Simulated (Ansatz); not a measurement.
# BN: strain and displacement

```yaml
crystal:
  lattice:
    - [0.00000, 1.80750, 1.80750]
    - [1.80750, 0.00000, 1.80750]
    - [1.80750, 1.80750, 0.00000]
  atoms:
    - { symbol: B, position: [0.00000, 0.00000, 0.00000] }
    - { symbol: N, position: [0.75000, 0.75000, 0.75000] }
```

Atoms are numbered in the order listed.

The cell comes from COD entry 9008834, which wasn't checked; take it as a given geometry.

Method: DFT, PBEsol, all-electron PAW with datasets made for the crystal, scalar-relativistic in Ansatz 0.2.0.

Sampling and basis: a Γ-centred 13×13×13 k mesh, Fermi–Dirac smearing of 0.03 eV, cutoff 520 eV (chosen by the program for this cell), no spin polarisation.

The unchanged cell is at -2.93 GPa.

Semilocal functionals give too small gaps.

x, y and z are the Cartesian axes of the cell as listed; fractional coordinates follow a strain, and an engineering shear is twice the off-diagonal strain component.

Vzz stands for the principal value of largest size of the field-gradient tensor, whatever its axis.

Task: With this change (equal xy, yz and zx engineering shear strains of -3 %), what becomes of the energy and stress and forces and field gradients and gap?

Result: Energy change +23 meV/atom; stress change (xx, yy, zz, yz, xz, xy) 1.29, 1.29, 1.29, 13.98, 13.98, 13.98 GPa, compression positive; change of the force on N2 (-0.125, -0.125, -0.125) eV/Å; Vzz in 10²¹ V/m²: B1 0 → -0.34 (η = 0.00), N2 0 → -0.94 (η = 0.00); gap on the k mesh 4.36 → 4.23 eV.

Task: With this change (equal xy, yz and zx engineering shear strains of -1 %), what becomes of the energy and stress and forces and field gradients and gap?

Result: Energy change +3 meV/atom; stress change (xx, yy, zz, yz, xz, xy) 0.14, 0.14, 0.14, 4.55, 4.55, 4.55 GPa, compression positive; change of the force on N2 (-0.027, -0.027, -0.027) eV/Å; Vzz in 10²¹ V/m²: B1 0 → -0.11 (η = 0.00), N2 0 → -0.31 (η = 0.00); gap on the k mesh 4.36 → 4.32 eV.

With equal xy, yz and zx engineering shear strains of +2 %: energy change +10 meV/atom; stress change (xx, yy, zz, yz, xz, xy) 0.54, 0.54, 0.54, -8.83, -8.83, -8.83 GPa, compression positive; change of the force on N2 (0.016, 0.016, 0.016) eV/Å; Vzz in 10²¹ V/m²: B1 0 → 0.22 (η = 0.00), N2 0 → 0.62 (η = 0.00); gap on the k mesh 4.36 → 4.29 eV.

Task: With this change (equal xy, yz and zx engineering shear strains of -2 %), what becomes of the energy and stress and forces and field gradients and gap?

Result: Energy change +10 meV/atom; stress change (xx, yy, zz, yz, xz, xy) 0.57, 0.57, 0.57, 9.21, 9.21, 9.21 GPa, compression positive; change of the force on N2 (-0.068, -0.068, -0.068) eV/Å; Vzz in 10²¹ V/m²: B1 0 → -0.22 (η = 0.00), N2 0 → -0.62 (η = 0.00); gap on the k mesh 4.36 → 4.28 eV.

With equal xy, yz and zx engineering shear strains of +1 %: energy change +2 meV/atom; stress change (xx, yy, zz, yz, xz, xy) 0.14, 0.14, 0.14, -4.46, -4.46, -4.46 GPa, compression positive; change of the force on N2 (0.014, 0.014, 0.014) eV/Å; Vzz in 10²¹ V/m²: B1 0 → 0.11 (η = 0.00), N2 0 → 0.31 (η = 0.00); gap on the k mesh 4.36 → 4.33 eV.

With equal xy, yz and zx engineering shear strains of +3 %: energy change +22 meV/atom; stress change (xx, yy, zz, yz, xz, xy) 1.20, 1.20, 1.20, -13.12, -13.12, -13.12 GPa, compression positive; Vzz in 10²¹ V/m²: B1 0 → 0.32 (η = 0.00), N2 0 → 0.93 (η = 0.00); gap on the k mesh 4.36 → 4.24 eV.
